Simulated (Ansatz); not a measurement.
# InAs (Fm-3m) in Ansatz: single point with PBE

Aim: the single point of InAs with PBE.

Everything below comes from runs of Ansatz 0.2.0. Logs are shortened: lines on timing, memory, paths and dates and some standing lists are left out, and cuts for length are marked.

### 1 The crystal as given

Symmetry: Fm-3m, No. 225, cubic system. The conventional cell has a = 5.755 Å, b = 5.755 Å, c = 5.755 Å, α = 90.00°, β = 90.00°, γ = 90.00°. In (site symmetry m-3m) is surrounded by 6 As at 2.88 Å. As (site symmetry m-3m) has 6 In at 2.88 Å as nearest neighbours.

Measurements of this composition are mostly on another form, of space group No. 216.

### 2 Single point, PBE

input.yaml reads:

```yaml
crystal:
  lattice:
    - [0.0, 2.877304, 2.877304]
    - [2.877304, 0.0, 2.877304]
    - [2.877304, 2.877304, 0.0]
  atoms:
    - { symbol: In, position: [0.5, 0.5, 0.5] }
    - { symbol: As, position: [0.0, 0.0, 0.0] }
kpoints:
  mp_grid: { grid: [5, 5, 5] }
scf:
  occupations: { method: fermi_dirac, width: 0.04 }
hamiltonian:
  xc: pbe
  pseudopotentials: { kind: all_electron, lapw: { basis_error: 0.002 } }
output:
  forces: true
  stress: true
  eigenvalues: true
```

Potentials or basis: all-electron LAPW, scalar-relativistic.

On the command line:

```console
ansatz run input.yaml --threads 1 --pin off --max-ram 3072MiB --backend cpu --events-out ev --progress --plain --runs-dir out
```

The program printed:

```text
Warning: RAYON_NUM_THREADS=1 ignored (pool sized by the plan → 1); use --threads N
LAPW: plane waves up to 7.306 Å⁻¹, error target 2.0e-3 eV per atom; small_component_spin mean_spin; As in spheres of 1.381 Å, 23 of its electrons in bands, Dirac shells []; In in spheres of 1.496 Å, 21 of its electrons in bands, Dirac shells [] (how accurate: hamiltonian.pseudopotentials.lapw.basis_error, Limitations)
Engine: ansatz 0.2.0, aarch64-unknown-linux-gnu
Pseudopotentials: kind: all_electron
Pseudopotential: In, LAPW, valence charge 21, lapw/all_electron/scalar/gaussian/In, Koelling and Harmon's equation, gaussian nucleus
Pseudopotential: As, LAPW, valence charge 23, lapw/all_electron/scalar/gaussian/As, Koelling and Harmon's equation, gaussian nucleus
Functional definition: PBE
  parameter kappa = 0.804
  parameter beta = 0.06672455060314922
  exchange = pbe_x(kappa = kappa, mu = beta*pi^2/3)
  correlation = pbe_c(beta = beta)
Crystal: 2 atoms, lattice volume = 47.642 Å³
Basis set: ecut = 203.380813236659 eV, 331 PW (Γ), exchange–correlation at level 2
Bands: 27, of which v1, the nominal top of the filled ones, is band 22 counted from 1 (21 counted from 0)
Symmetry: 48 space group operations
Space group: Fm-3m (ITA 225), of the structure as read, at distance tolerance 3.6e-5 Å
k-points: 10 of 125
Non-local potential: In, projectors of the file, none
Non-local potential: As, projectors of the file, none
Initial density: superposition of atomic densities (chi_scale 0.1, normalization cell, long waves kept (reshape's long-wave potential 0.00 eV rms))
Initial wavefunctions: plane waves of lowest kinetic energy (no species holds an atomic orbital)
Functional: x = pbe(κ = 0.804, μ = 0.2195149727645171), c = pbe(β = 0.06672455060314922)
iter 1 solved again at ethr=1.02e-3 eV; its pass at ethr=1.00e-1 eV (dr2=4.50e-1 eV) is discarded
SCF iter   1: F=—  HF=-221570.155106 eV  |F-HF|=—  |Δ(HF+E_count)|=         —  Δρ=2.18e-2  dr2=4.50e-1  ethr=1.02e-3  ⟨swp⟩=2.0  Hψ=1713  notcnv=0
preconditioner: auto → none  [insulator: Δε(μ)=0.195 eV  Ē_g=14.958 eV  σ=0.040 eV  W_gap=0.55  n_scr=14 (ndim 8)  ℏωp=22.8 eV  f_vac=0.005  D(μ)=1.65/eV (n_scr^D=14)  ε∞_Penn≈3.3]
iter 2 solved again at ethr=1.57e-5 eV; its pass at ethr=1.02e-3 eV (dr2=6.90e-3 eV) is discarded
SCF iter   2: F=—  HF=-221569.975341 eV  |F-HF|=—  |Δ(HF+E_count)|=   1.80e-1  Δρ=5.01e-3  dr2=6.91e-3  ethr=1.57e-5  ⟨swp⟩=2.0  Hψ=1390  notcnv=0
SCF iter   3: F=—  HF=-221569.965579 eV  |F-HF|=—  |Δ(HF+E_count)|=   9.76e-3  Δρ=3.16e-3  dr2=4.80e-3  ethr=1.57e-5  ⟨swp⟩=2.1  Hψ=821  notcnv=0
SCF iter   4: F=—  HF=-221569.966507 eV  |F-HF|=—  |Δ(HF+E_count)|=   9.28e-4  Δρ=1.39e-3  dr2=9.80e-4  ethr=1.09e-5  ⟨swp⟩=2.0  Hψ=783  notcnv=0
SCF iter   5: F=—  HF=-221569.966619 eV  |F-HF|=—  |Δ(HF+E_count)|=   1.11e-4  Δρ=3.33e-4  dr2=5.93e-5  ethr=2.23e-6  ⟨swp⟩=2.0  Hψ=785  notcnv=0
SCF iter   6: F=—  HF=-221569.966638 eV  |F-HF|=—  |Δ(HF+E_count)|=   1.98e-5  Δρ=5.56e-5  dr2=1.60e-6  ethr=1.35e-7  ⟨swp⟩=2.4  Hψ=788  notcnv=0
SCF iter   7: F=-221569.966640 eV  HF=-221569.966640 eV  |F-HF|=4.46e-8  |Δ(HF+E_count)|=   1.50e-6  Δρ=6.74e-6  dr2=2.32e-8  ethr=3.63e-9  ⟨swp⟩=2.8  Hψ=805  notcnv=0
SCF 1 converged in 7 iterations: F = -221569.966640 eV  dr2 = 2.32e-8
SCF converged after 7 iterations
Free energy (F): -221569.966640 eV
Harris-Foulkes:  -221569.966640 eV  (|F-HF|=4.46e-8)
Internal energy: -221569.959216 eV  (E = F + TS)
E sigma→0 (E₀):  -221569.962928 eV
Entropy (-TS):   -0.007424 eV (-3.712 meV/atom)
Fermi energy:    12.070805 eV
--- Per-component energies (eV) ---
  E_band       = -1817.778838
  E_kinetic    = 230883.067647
  E_xc         = -6635.113409
  E_electrostatic = -445817.913454  (all electrons and nuclei)
  E_smearing   = -0.007424  (= −TS)
  E_closure    = 0.000000  (closes the sum)
  E_atoms      = -221562.685075  (free atoms, spherical and without spin; not in F)
  Σ components = -221569.966640   (vs F -221569.966640, Δ=0.00e0)
  Basis errors (estimates in eV, not in F): energy 7.2e-4 per atom: plane waves 6.3e-4 (3.5e-4 summed), levels above the bands 4.1e-81, relativity 9.7e-8, radial functions 9.2e-5, core shells 1.7e-8; eigenvalues (radial functions only) 9.2e-6; not estimated: angular momenta, meshes, grids; target (lapw.basis_error) 2.0e-3; muffin-tin radii As 1.381 Å, In 1.496 Å
--- Forces (eV/Å), atoms counted from 1 ---
  atom   1  In     0.00000000    -0.00000000    -0.00000000
  atom   2  As    -0.00000000    -0.00000000     0.00000000
  max |Σ_I F_I| component: 9.37e-31 eV/Å
--- Stress (GPa, compression-positive) ---
        0.058917       0.000000       0.000000
        0.000000       0.058917       0.000000
        0.000000       0.000000       0.058917
  P = ⅓ Tr σ = 0.0589 GPa (0.589 kbar)
--- Band table (eV; the first three rows and the last of 10) ---
  k-point 0: bands = ["-172.7323", "-116.1039", "-116.1039", "-116.1039", "-103.3466", "-61.8302", "-61.8302", "-61.8302", "-23.1424", "-23.1424", "-23.1368", "-23.1368", "-23.1368", "-2.4359", "-2.4359", "-2.4184", "-2.4184", "-2.4184", "-0.1558", "11.2648", "11.7444", "11.7444", "11.7444", "19.1170", "19.1170", "19.1170", "19.4057"]
  k-point 1: bands = ["-172.7323", "-116.1039", "-116.1039", "-116.1039", "-103.3466", "-61.8303", "-61.8302", "-61.8302", "-23.1422", "-23.1422", "-23.1367", "-23.1365", "-23.1365", "-2.4521", "-2.4521", "-2.4194", "-2.4009", "-2.4009", "0.2665", "8.4078", "11.8203", "11.8203", "13.8235", "17.2545", "17.2689", "17.2689", "19.4666"]
  k-point 2: bands = ["-172.7323", "-116.1039", "-116.1039", "-116.1039", "-103.3466", "-61.8304", "-61.8302", "-61.8302", "-23.1421", "-23.1421", "-23.1365", "-23.1361", "-23.1361", "-2.4810", "-2.4810", "-2.4233", "-2.3695", "-2.3695", "1.2607", "5.8773", "12.0611", "12.0611", "14.1083", "15.4665", "15.4665", "16.4168", "21.4695"]
  k-point 9: bands = ["-172.7323", "-116.1039", "-116.1039", "-116.1039", "-103.3466", "-61.8304", "-61.8303", "-61.8303", "-23.1425", "-23.1418", "-23.1366", "-23.1360", "-23.1355", "-2.6045", "-2.4454", "-2.4168", "-2.3822", "-2.3494", "2.1244", "6.7304", "8.7863", "9.1724", "13.6019", "16.2086", "17.9572", "19.7151", "21.5626"]
```

Run time: 3.5 s. Hardware: 1 thread of Arm Neoverse V1, shared host; peak memory 0.23 GiB.

What came out:

| Item | Value |
| --- | --- |
| Free energy | -221569.9666 eV |
| Pressure | 0.1 GPa |
| Band gap on the k mesh | none (metal or under the smearing width) |

Caveat: the k mesh is coarse (spacing up to 0.38 Å⁻¹), so the values aren't converged; the k mesh is thin for a metal, which can move the energy by tens of meV per atom.
